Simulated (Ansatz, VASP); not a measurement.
**One calculation of AgCl, two programs**

The input INCAR:

```
  ALGO = Normal
  EDIFF = 1E-7
  EDIFFG = -0.002
  ENCUT = 600
  GGA = CA
  IBRION = 2
  ISIF = 3
  ISMEAR = 0
  LASPH = True
  LCHARG = False
  LREAL = False
  LWAVE = False
  NELM = 100
  NSW = 100
  PREC = Accurate
  SIGMA = 0.02
```

File KPOINTS:

```
k-points
0
Gamma
  8 8 8
```

File POSCAR:

```
AgCl
1.0
    0.0000000000      2.7726630000      2.7726630000
    2.7726630000      0.0000000000      2.7726630000
    2.7726630000      2.7726630000      0.0000000000
Ag Cl
1 1
Direct
    0.0000000000      0.0000000000      0.0000000000
    0.5000000000      0.5000000000      0.5000000000
```

Input for Ansatz:

```yaml
crystal:
  lattice:
    - [0.0, 2.772663, 2.772663]
    - [2.772663, 0.0, 2.772663]
    - [2.772663, 2.772663, 0.0]
  atoms:
    - { symbol: Ag, position: [0.0, 0.0, 0.0] }
    - { symbol: Cl, position: [0.5, 0.5, 0.5] }
basis:
  ecutwfc: 420
kpoints:
  mp_grid: { grid: [8, 8, 8] }
hamiltonian:
  xc: lda
  pseudopotentials: { kind: paw, azcp: { folder: soft_1 } }
scf:
  occupations: { method: gaussian, width: 0.02 }
output:
  forces: true
  stress: true
  eigenvalues: true
relax:
  adjacent_minimum: "off"
  f_tol: 0.002
  max_steps: 80
  cell: { stress_tol: 0.02 }
```

The cell is a database's computed one.

Alike in both runs: task relaxation of cell and atoms; functional LDA; k mesh 8 × 8 × 8; occupations gaussian, width 0.02 eV; no spin polarisation.

|  | VASP | Ansatz |
| --- | --- | --- |
| version | VASP 6.6.1 | Ansatz 0.2.0 |
| potentials or method | VASP PAW LDA potentials, release 64 (Ag, Cl) | scalar-relativistic, plane waves, PAW |
| plane-wave cutoff (eV) | 600 | 420 |
| valence electrons in the cell | 18 | 26 |

```csv
,VASP,Ansatz,Ansatz less VASP
"gap on the k mesh at the Fermi level, each at its own relaxed structure (eV)",0.65,0.63,-0.025
relaxed volume (Å³/atom),19.21,19.19,-0.013
relaxed cell length with the largest relative difference (Å),3.787,3.787,-0.0009
energy change over the relaxation (meV/atom),-41,-41,-0.3
```

The two sets of potentials don't hold the same shells in valence. Ansatz warned: «pseudo_functional_mismatch».

A k mesh can miss the band edges.
